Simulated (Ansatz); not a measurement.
**Zone-centre phonons of TlCl at 0.8 GPa: input and output**

Computed with DFT LDA, scalar-relativistic, plane waves, PAW in Ansatz.

Launched with:
```bash
ansatz run input.yaml --threads 1 --pin off --max-ram 1228MiB --backend cpu --events-out ev --progress --plain --runs-dir out
```

Input (bare energies are in eV):
```yaml
crystal:
  lattice:
    - [3.6695, 0.0, 0.0]
    - [0.0, 3.6695, 0.0]
    - [0.0, 0.0, 3.6695]
  atoms:
    - { symbol: Tl, position: [0.0, 0.0, 0.0] }
    - { symbol: Cl, position: [0.5, 0.5, 0.5] }
basis:
  ecutwfc: 420
kpoints:
  mp_grid: { grid: [8, 8, 8] }
hamiltonian:
  xc: lda
scf:
  occupations: { method: fixed }
output:
  eigenvalues: true
phonons:
  method: dfpt
  dielectric: true
  rigid_motions: translations
  eigenvectors: true
```

The end of the output:
```
--- Phonons (Γ-DFPT): 2 representative perturbations + reference, on 75 of 512 k-points (Σ response iterations 6) ---
  k mesh reduced under 8 symmetry operations, with k and −k counted as one. Each operation leaves every solved perturbation unchanged. A smaller set is not considered because the run solves the response ...
  ASR residual: 3.013e-4 → 0.000e0 eV/Å²; symmetrization residual: 4.840e-6 eV/Å²
  ASR residual per site (eV/Å²): 1.71e-4 3.01e-4
  Γ frequencies (cm⁻¹): 0.00 0.00 0.00 72.09 72.09 72.09
  ε∞ (high-frequency dielectric tensor):
        6.500024     0.000000     0.000000
        0.000000     6.500024    -0.000000
        0.000000    -0.000000     6.500024
  ε⁰ (static dielectric tensor: ions relaxed, cell fixed):
       37.134290     0.000000    -0.000000
        0.000000    37.134290    -0.000000
       -0.000000    -0.000000    37.134290
  ε⁰ − ε∞ (ionic part):
       30.634265     0.000000    -0.000000
        0.000000    30.634265     0.000000
       -0.000000     0.000000    30.634265
  softest optical mode at Γ: 72.09 cm⁻¹; the repairs (sum rule, projections) moved no ω² at Γ by more than (1.59 cm⁻¹)²
  Born effective charges Z* (e; rows j = field, columns β = displacement):
    site 0:
         2.19750    0.00000    0.00000
        -0.00000    2.19750   -0.00000
        -0.00000    0.00000    2.19750
    site 1:
        -2.19750   -0.00000    0.00000
         0.00000   -2.19750    0.00000
         0.00000   -0.00000   -2.19750
  Z* charge neutrality: 6.785e-4 e pre-enforcement
  solved inside a basis spanned on kpoints, on 10×10×10 k-points transformed towards the longest dipole: ε∞ is read to err by 2.0e-2, Z* by 1.4e-2 e (field_mesh: kpoints solves on kpoints); Z* is corrected for ...
  optical modes at Γ without the LO–TO term, one row a degenerate level:
      ω (cm⁻¹) modes IR ((D/Å)²/amu)
         72.09      3            11.0635
  optical modes at Γ + LO–TO along q̂ = [1.0000, 0.0000, 0.0000]:
      ω (cm⁻¹) modes IR ((D/Å)²/amu)
         72.09      2             7.3756
        172.30      1             3.6878
  optical modes at Γ + LO–TO along q̂ = [0.0000, 1.0000, 0.0000]:
      ω (cm⁻¹) modes IR ((D/Å)²/amu)
         72.09      2             7.3756
        172.30      1             3.6878
  optical modes at Γ + LO–TO along q̂ = [0.0000, 0.0000, 1.0000]:
      ω (cm⁻¹) modes IR ((D/Å)²/amu)
         72.09      2             7.3756
        172.30      1             3.6878
```

It took 16 s on 1 thread of Intel(R) Xeon(R) 6975P-C (Granite Rapids) (shared host), peak memory 0.56 GiB.

The cell is the ideal cubic caesium chloride prototype. Spin–orbit coupling is left out, which matters for heavy elements. The run warned that the force constants aren't converged on this k mesh, so the frequencies and all that is formed from them are rough.